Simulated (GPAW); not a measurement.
# SnTe (Fm-3m) in GPAW: reference runs

Aim: a first look at SnTe with PBEsol, on the cell as given and on a disturbed one.

Everything below comes from runs of GPAW 26.7.0. Logs are shortened: lines on timing, memory, paths and dates and some standing lists are left out, and cuts for length are marked. The log counts tension as positive stress, the text compression.

## Step 1: Starting point

Symmetry: Fm-3m, No. 225, cubic system. Conventional cell: a = 6.302 Å, b = 6.302 Å, c = 6.302 Å, α = 90.00°, β = 90.00°, γ = 90.00°. Around Te (site symmetry m-3m) lie 6 Sn at 3.15 Å. Sn (site symmetry m-3m) has 6 Te at 3.15 Å as nearest neighbours.

## Step 2: Single point, PBEsol

run.py

```python
from ase import Atoms
from ase.dft.bandgap import bandgap
from ase.io import write
from ase.units import GPa
from gpaw import GPAW, PW, setup_paths

setup_paths.insert(0, '.')

atoms = Atoms(['Te', 'Sn'],
              cell=[[0.0, 3.15085, 3.15085],
                    [3.15085, 0.0, 3.15085],
                    [3.15085, 3.15085, 0.0]],
              scaled_positions=[[0.5, 0.5, 0.5],
                                [0.0, 0.0, 0.0]],
              pbc=True)

calc = GPAW(mode=PW(600),
            xc='PBEsol',
            kpts={'size': (7, 7, 7), 'gamma': True},
            occupations={'name': 'fermi-dirac', 'width': 0.05},
            nbands=19,
            convergence={'density': 1e-05, 'energy': 1e-05},
            maxiter=150,
            txt='gpaw.txt')
atoms.calc = calc
energy = atoms.get_potential_energy()
forces = atoms.get_forces()
stress = atoms.get_stress()
calc.write('gs.gpw')
write('result.traj', atoms)
print(f'Energy: {energy:.6f} eV')
print('Forces (eV/A):')
print(forces.round(4))
print('Stress (GPa):', (stress / GPa).round(3))
print('Fermi level:', round(calc.get_fermi_level(), 4), 'eV')
print(f'Gap: {bandgap(calc)[0]:.4f} eV, direct: {bandgap(calc, direct=True)[0]:.4f} eV')
```

Potentials or basis: PAW data sets generated in the run's folder for this functional, pw.

Command:

```console
> gpaw-setup -f PBEsol Sn Te
> OMP_NUM_THREADS=1 python run.py
```

gpaw.txt:

```text
__  _  _
 | _ |_)|_||  |
 |__||  | ||/\| - 26.7.0

Input parameters:
  mode=PW(ecut=600.0),
  convergence={'density': 1e-05, 'energy': 1e-05},
  kpts=MonkhorstPack(size=(7, 7, 7), gamma=True),
  maxiter=150,
  nbands=19,
  occupations=Occupations(name='fermi-dirac', width=0.05),
  xc=XC(name='PBEsol')

Diagonalizing LCAO Hamiltonian
Converting LCAO to pw mode

                 Te

       Sn

Atoms  # Å, Bohr magnetons
|   | symbol |        x |        y |        z |    initial magnetic moments |
|---|--------|----------|----------|----------|-----------------------------|
| 0 |     Te | 3.150850 | 3.150850 | 3.150850 | ( 0.0000,  0.0000,  0.0000) |
| 1 |     Sn | 0.000000 | 0.000000 | 0.000000 | ( 0.0000,  0.0000,  0.0000) |

Unit cell  # Å
| periodic |        x |        y |        z |  lengths |    angles |
|----------|----------|----------|----------|----------|-----------|
|      yes | 0.000000 | 3.150850 | 3.150850 | 4.455975 | 60.000000 |
|      yes | 3.150850 | 0.000000 | 3.150850 | 4.455975 | 60.000000 |
|      yes | 3.150850 | 3.150850 | 0.000000 | 4.455975 | 60.000000 |

Number of symmetries: 48
Symmetry operations  # r_c * U_cc + t_c -> r_c
|    | kind |            matrix            |
|----|------|------------------------------|
|  0 |  σ   |  1, 0, 0,  1, 0,-1,  1,-1, 0 |
|  1 |  C2  |  1, 0, 0,  1,-1, 0,  1, 0,-1 |
|  2 |  E   |  1, 0, 0,  0, 1, 0,  0, 0, 1 |
|  3 |  σ   |  1, 0, 0,  0, 0, 1,  0, 1, 0 |
|  4 |  C4  |  1, 0,-1,  1, 0, 0,  1,-1, 0 |
|  5 |  S6  |  1, 0,-1,  1,-1, 0,  1, 0, 0 |
|  6 |  σ   |  1, 0,-1,  0, 1,-1,  0, 0,-1 |
|  7 |  C3  |  1, 0,-1,  0, 0,-1,  0, 1,-1 |
|  8 |  S6  |  1,-1, 0,  1, 0, 0,  1, 0,-1 |
|  9 |  C4  |  1,-1, 0,  1, 0,-1,  1, 0, 0 |
| 10 |  C3  |  1,-1, 0,  0,-1, 1,  0,-1, 0 |
| 11 |  σ   |  1,-1, 0,  0,-1, 0,  0,-1, 1 |
| 12 |  σ   |  0, 1, 0,  1, 0, 0,  0, 0, 1 |
| 13 |  C4  |  0, 1, 0,  0, 1,-1, -1, 1, 0 |
| 14 |  C3  |  0, 1, 0,  0, 0, 1,  1, 0, 0 |
| 15 |  S6  |  0, 1, 0, -1, 1, 0,  0, 1,-1 |
| 16 |  C2  |  0, 1,-1,  1, 0,-1,  0, 0,-1 |
| 17 |  σ   |  0, 1,-1,  0, 1, 0, -1, 1, 0 |
| 18 |  S4  |  0, 1,-1,  0, 0,-1,  1, 0,-1 |
| 19 |  C4  |  0, 1,-1, -1, 1, 0,  0, 1, 0 |
| 20 |  C3  |  0, 0, 1,  1, 0, 0,  0, 1, 0 |
| 21 |  σ   |  0, 0, 1,  0, 1, 0,  1, 0, 0 |
| 22 |  S6  |  0, 0, 1,  0,-1, 1, -1, 0, 1 |
| 23 |  C4  |  0, 0, 1, -1, 0, 1,  0,-1, 1 |
| 24 |  S4  |  0, 0,-1,  1, 0,-1,  0, 1,-1 |
| 25 |  C3  |  0, 0,-1,  0, 1,-1,  1, 0,-1 |
| 26 |  C2  |  0, 0,-1,  0,-1, 0, -1, 0, 0 |
| 27 |  S6  |  0, 0,-1, -1, 0, 0,  0,-1, 0 |
| 28 |  S4  |  0,-1, 1,  1,-1, 0,  0,-1, 0 |
| 29 |  C4  |  0,-1, 1,  0, 0, 1, -1, 0, 1 |
| 30 |  C2  |  0,-1, 1,  0,-1, 0,  1,-1, 0 |
| 31 |  σ   |  0,-1, 1, -1, 0, 1,  0, 0, 1 |
| 32 |  C3  |  0,-1, 0,  1,-1, 0,  0,-1, 1 |
| 33 |  S6  |  0,-1, 0,  0, 0,-1, -1, 0, 0 |
| 34 |  S4  |  0,-1, 0,  0,-1, 1,  1,-1, 0 |
| 35 |  C2  |  0,-1, 0, -1, 0, 0,  0, 0,-1 |
| 36 |  C2  | -1, 1, 0,  0, 1, 0,  0, 1,-1 |
| 37 |  S6  | -1, 1, 0,  0, 1,-1,  0, 1, 0 |
| 38 |  S4  | -1, 1, 0, -1, 0, 1, -1, 0, 0 |
| 39 |  C3  | -1, 1, 0, -1, 0, 0, -1, 0, 1 |
| 40 |  S6  | -1, 0, 1,  0, 0, 1,  0,-1, 1 |
| 41 |  C2  | -1, 0, 1,  0,-1, 1,  0, 0, 1 |
| 42 |  C3  | -1, 0, 1, -1, 1, 0, -1, 0, 0 |
| 43 |  S4  | -1, 0, 1, -1, 0, 0, -1, 1, 0 |
| 44 |  C2  | -1, 0, 0,  0, 0,-1,  0,-1, 0 |
| 45 |  i   | -1, 0, 0,  0,-1, 0,  0, 0,-1 |
| 46 |  σ   | -1, 0, 0, -1, 1, 0, -1, 0, 1 |
| 47 |  C2  | -1, 0, 0, -1, 0, 1, -1, 1, 0 |

BZ-sampling:
  Number of BZ points: 343
  Number of IBZ points: 20

  Monkhorst-Pack size: [7, 7, 7]
  Monkhorst-Pack shift: [0, 0, 0]

K-points  # in reciprocal-cell coordinates
|     |                                coordinates |     weight |
|-----|--------------------------------------------|------------|
|   0 | (  0.00000000,   0.00000000,   0.00000000) | 0.00291545 |
|   1 | (  0.14285714,   0.14285714,   0.00000000) | 0.01749271 |
|   2 | (  0.14285714,   0.14285714,   0.14285714) | 0.02332362 |
|   3 | (  0.28571429,   0.14285714,   0.14285714) | 0.03498542 |
|   4 | (  0.28571429,   0.28571429,   0.00000000) | 0.01749271 |
|   5 | (  0.28571429,   0.28571429,   0.14285714) | 0.06997085 |
|   6 | (  0.28571429,   0.28571429,   0.28571429) | 0.02332362 |
|   7 | (  0.42857143,  -0.28571429,  -0.28571429) | 0.03498542 |
|   8 | (  0.42857143,   0.28571429,  -0.42857143) | 0.13994169 |
|   9 | (  0.42857143,   0.28571429,  -0.28571429) | 0.06997085 |
| ... |                                            |            |
|  19 | (  0.42857143,   0.42857143,   0.42857143) | 0.02332362 |

Plane wave coefficients: 2106
Cutoff: 600.0 eV

Spin-components: 1 (collinear spins)
Bands:           19
Projectors:      11
Spin-degeneracy: 2
Datatype:        complex128

Parallelization:
  kpt:    1
  domain: 1
  band:   1

Density:
  Valence electrons: 20.0
  Components: 1
  Grid points: [27 27 27]
  Charge: 0.0  # |e|

Potential:
  Grid points: [27 27 27]

species:
  Te:
    name:    Tellurium
    Z:       52.0
    valence: 6
    core:    46
    charge:  0.0  # [|e|]
    compensation charges:
      type: gauss
      rc: 0.36  # [Å]
      lmax: 2
    cutoffs:
      filter: 2.09  # [Å]
      core: 3.17  # [Å]
    projectors
    | kind |    occ | energy [eV] | rcut [Å] |
    |------|--------|-------------|----------|
    |   5s |  2.000 |     -15.132 |    1.180 |
    |   5p |  4.000 |      -5.970 |    1.196 |
    |    s |        |      12.080 |    1.180 |
    |    p |        |      21.241 |    1.196 |
    |    d |        |       0.000 |    1.238 |

    Using partial waves for Te as LCAO basis

  Sn:
    name:    Tin
    Z:       50.0
    valence: 14
    core:    36
    charge:  0.0  # [|e|]
    compensation charges:
      type: gauss
      rc: 0.38  # [Å]
      lmax: 2
    cutoffs:
      filter: 2.23  # [Å]
      core: 2.35  # [Å]
    projectors
    | kind |    occ | energy [eV] | rcut [Å] |
    |------|--------|-------------|----------|
    |   5s |  2.000 |     -10.584 |    1.201 |
    |   5p |  2.000 |      -3.711 |    1.270 |
    |   4d | 10.000 |     -25.798 |    1.185 |
    |    s |        |      16.628 |    1.201 |
    |    p |        |      23.501 |    1.270 |
    |    d |        |       1.413 |    1.185 |

    Using partial waves for Sn as LCAO basis

Reference energy: -352647.811924  # eV

eigensolver:
  PPCG
  Converge bands: occupied
  niter=2

density mixing:
  MSR1-Mixer
  Pratt-step length: 0.05
  Maximum mixing coefficient: 0.75
  Old densities: 10
  SVD Regularization: 0.005
  Good broyden scale: 1.0
  Trust region scale: 1.0
  Backstep threshold: 4.0
  History deletion threshold: 6.0
  Fourier metric: weight=20.0, sigma=0.015

occupation numbers:
  Fermi-Dirac:
    width: 0.0500  # eV

poisson solver:
  ecut: 4800.0  # eV

xc functional:
  name: PBEsol with 2 nearest neighbor stencil

convergence criteria:
- Maximum integral of absolute [dens]ity change: 1e-05 electrons / valence electron
- Maximum [total energy] change in last 3 cyles: 1e-05 eV / valence electron
- Maximum integral of absolute [eigenst]ate change: 4e-08 eV^2 / valence electron
maximum number of iterations: 150

SCF iterations
|iter     | |      energy | eigst |  dens |
|---------|-|-------------|-------|-------|
|iter:   1| |   -8.646464 | -0.14 |       |
|iter:   2| |   -8.641238 | -2.32 | -1.51 |
|iter:   3| |   -8.609163 | -2.82 | -1.55 |
|iter:   4| |   -8.608967 | -3.98 | -2.14 |
|iter:   5| |   -8.609023c| -4.94 | -2.67 |
|iter:   6| |   -8.609027c| -6.38 | -3.32 |
|iter:   7| |   -8.609027c| -7.71c| -4.23 |
|iter:   8| |   -8.609027c| -7.89c| -4.82 |
|iter:   9| |   -8.609027c| -8.27c| -5.93c|

Converged in 9 steps
Energy contributions relative to reference atoms: (reference = -352647.811924)

Energy contributions:
  Kinetic:          11.291477
  Coulomb:         -11.769907
  Zero:              0.125837
  External:          0.000000
  Xc:               -8.256398
  Entropy:          -0.000072
  Spinorbit:         0.000000
  ----------------------------
  Free energy:      -8.609063
  Extrapolated:     -8.609027

dipole moment: (-21.420449, -21.420449, -21.420449)  # |e|*Ang

Fermi level: 6.343
Eigenvalues  # (at kpt = [0.000, 0.000, 0.000])
| band index |      eig [eV] | occ [0-2] |
|------------|---------------|-----------|
|          0 |       -15.484 |     2.000 |
|        ... |               |           |
|          2 |       -15.475 |     2.000 |
|          3 |       -15.475 |     2.000 |
|          4 |       -15.475 |     2.000 |
|          5 |        -6.506 |     2.000 |
|          6 |         1.607 |     2.000 |
|          7 |         4.161 |     2.000 |
|          8 |         4.161 |     2.000 |
|          9 |         4.161 |     2.000 |
|         10 |         9.630 |     0.000 |
|         11 |         9.630 |     0.000 |
|         12 |         9.630 |     0.000 |
|         13 |        11.048 |     0.000 |
|         14 |        11.048 |     0.000 |
|         15 |        11.048 |     0.000 |
|         16 |        13.009 |     0.000 |
|         17 |        13.227 |     0.000 |
|         18 |        13.227 |     0.000 |

Gap: 0.664 eV
Transition (v -> c):
  (s=0, k=19, n=9, [0.43, 0.43, 0.43]) -> (s=0, k=19, n=10, [0.43, 0.43, 0.43])
No difference between direct/indirect transitions

Forces  # eV/Ang
|       x |        y |       z |
|---------|----------|---------|
| 0.00000 |  0.00000 | 0.00000 |  # Te   0
| 0.00000 | -0.00000 | 0.00000 |  # Sn   1

Stress tensor  # eV/Ang^3
|         x |        y |         z |
|-----------|----------|-----------|
|  0.004070 | 0.000000 | -0.000000 |
|  0.000000 | 0.004070 |  0.000000 |
| -0.000000 | 0.000000 |  0.004070 |

# Writing to gs.gpw (mode='')
```

Wall time 19 s (1 thread of Arm Neoverse V2, shared host); peak memory 0.16 GiB.

Results:

| Property | Result |
| --- | --- |
| Free energy | -8.6091 eV |
| Pressure | -0.7 GPa |

Caveat: this odd mesh misses L, where the gap lies, so gap, dielectric constants and Born charges aren't listed. Spin-orbit coupling is left out, which matters for the levels of Te.

## Step 3: Single point, PBEsol (atoms moved at random, drawn with an rms of 0.05 Å)

run.py, as its differences from that of step 2:

```diff
@@ -12,4 +12,4 @@
                     [3.15085, 3.15085, 0.0]],
-              scaled_positions=[[0.5, 0.5, 0.5],
-                                [0.0, 0.0, 0.0]],
+              scaled_positions=[[0.510412, 0.494138, 0.5059],
+                                [0.003592, -0.009835, -0.003528]],
               pbc=True)
```

Potentials or basis: PAW data sets generated in the run's folder for this functional, pw.

Command:

```console
> gpaw-setup -f PBEsol Sn Te
> OMP_NUM_THREADS=1 python run.py
```

Run time: 2 min. Hardware: 1 thread of Arm Neoverse V2, shared host; peak memory 0.33 GiB.

It converged, with:

```yaml
Free_energy: -8.6090 eV
Pressure: -0.6 GPa
Largest_force: 0.006 eV/Å
Band_gap_on_the_k_mesh: 0.67 eV, direct
```

Forces in eV/Å, atoms in the order of the input:
```
Te  -0.004 -0.005 -0.003
Sn   0.004  0.005  0.003
```

Levels at points of the mesh, in eV from the valence-band top:
```
           k point  band 6  band 7  band 8  band 9  band 10  band 11  band 12  band 13  band 14  band 15
(0.00, 0.00, 0.00)  -12.53   -4.41   -1.87   -1.87    -1.85     3.56     3.59     3.61     5.03     5.05
```

Caveat: spin-orbit coupling is left out, which moves the levels of the heavy elements; an odd mesh through Γ misses points on the zone boundary, where band edges often lie.
